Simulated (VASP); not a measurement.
# GeNH₃: screened Coulomb integrals of an active space by constrained RPA

GeNH₃, molecule in box, 5 atoms in the cell.

| Functional | Screened U within a state, mean (eV) | Screened U' between states, mean (eV) | Screened J (eV) | Bare U within a state, mean (eV) | Bare U' between states, mean (eV) | Time (s) |
|---|---|---|---|---|---|---|
| LDA | 7.24 | 6.46 | 0.45 | 9.75 | 8.59 | 119 |
| PBE | 7.23 | 6.46 | 0.46 | 9.74 | 8.60 | 136 |
| r2SCAN | 7.52 | 6.73 | 0.50 | 9.83 | 8.70 | 361 |
| PBE0 | 7.70 | 6.91 | 0.51 | 9.66 | 8.56 | 165 |
| HSE06 | 7.50 | 6.72 | 0.50 | 9.67 | 8.57 | 152 |

Limits: the periodic box is only 5.98 Å wide at its narrowest and no larger one was tried.

## Input of the first row

INCAR.step1:
```
SYSTEM = GeH3N
ENCUT    = 420            ! plane-wave cutoff, eV
PREC     = Accurate       ! precision mode
ISMEAR   = -1             ! smearing method
SIGMA    = 0.02           ! smearing width, eV
LASPH    = .True.         ! aspherical terms in the spheres
EDIFF    = 1E-7           ! SCF threshold, eV
GGA      = CA             ! functional
ALGO     = Normal         ! electronic algorithm
NELM     = 150            ! most SCF steps
LWAVE    = .True.         ! write WAVECAR
LCHARG   = .False.        ! write CHGCAR
```

INCAR.step2, as INCAR.step1 but for:
```
- ALGO = Normal
- NELM = 150
+ ALGO = Exact
+ NELM = 1
+ NBANDS = 131
+ LOPTICS = .True.
```

INCAR.step3:
```
SYSTEM = GeH3N
ENCUT    = 420            ! plane-wave cutoff, eV
PREC     = Accurate       ! precision mode
ISMEAR   = -1             ! smearing method
SIGMA    = 0.02           ! smearing width, eV
LASPH    = .True.         ! aspherical terms in the spheres
GGA      = CA             ! functional
ALGO     = CRPA           ! electronic algorithm
NBANDS   = 132            ! bands
ENCUTGW  = 90             ! cutoff of the response function
PRECFOCK = Fast         
LOCALIZED_BASIS= BLOCH        
LWAVE    = .False.        ! write WAVECAR
LCHARG   = .False.        ! write CHGCAR
NCRPA_BANDS= 11 12        
NTARGET_STATES= 11 12         
```

KPOINTS:
```
k-points
0
Gamma
  1 1 1
```

POSCAR:
```
GeH3N
1.0
    6.9700000000      0.0000000000      0.0000000000
    0.0000000000      8.3000000000      0.0000000000
    0.0000000000      0.0000000000      5.9800000000
N Ge H
1 1 3
Direct
    0.4876614100      0.4096626500      0.5201337800
    0.6415925400      0.5850361400      0.5472909700
    0.5256384400      0.3012530200      0.5816555200
    0.3584074600      0.4075060300      0.4448996700
    0.4925107500      0.6987469800      0.4183444800
```

Commands (each step's output is kept before the next begins):
```
cat potpaw_LDA.64/N_GW/POTCAR potpaw_LDA.64/Ge_d_GW/POTCAR potpaw_LDA.64/H_GW/POTCAR > POTCAR
cp INCAR.step1 INCAR
mpirun -np 4 vasp_std > vasp.out
cp INCAR.step2 INCAR
mpirun -np 4 vasp_std > vasp.out
cp INCAR.step3 INCAR
mpirun -np 4 vasp_std > vasp.out
```

Changes of the last row against the first:
```
(all steps)
- GGA = CA
+ GGA = PE
+ LHFCALC = True
+ HFSCREEN = 0.2
- cat potpaw_LDA.64/N_GW/POTCAR potpaw_LDA.64/Ge_d_GW/POTCAR potpaw_LDA.64/H_GW/POTCAR > POTCAR
+ cat potpaw_PBE.64/N_GW/POTCAR potpaw_PBE.64/Ge_d_GW/POTCAR potpaw_PBE.64/H_GW/POTCAR > POTCAR
```

VASP 6.6.1 took 119 s on 4 cores (Intel Xeon 6975P-C (Granite Rapids)), a shared host.
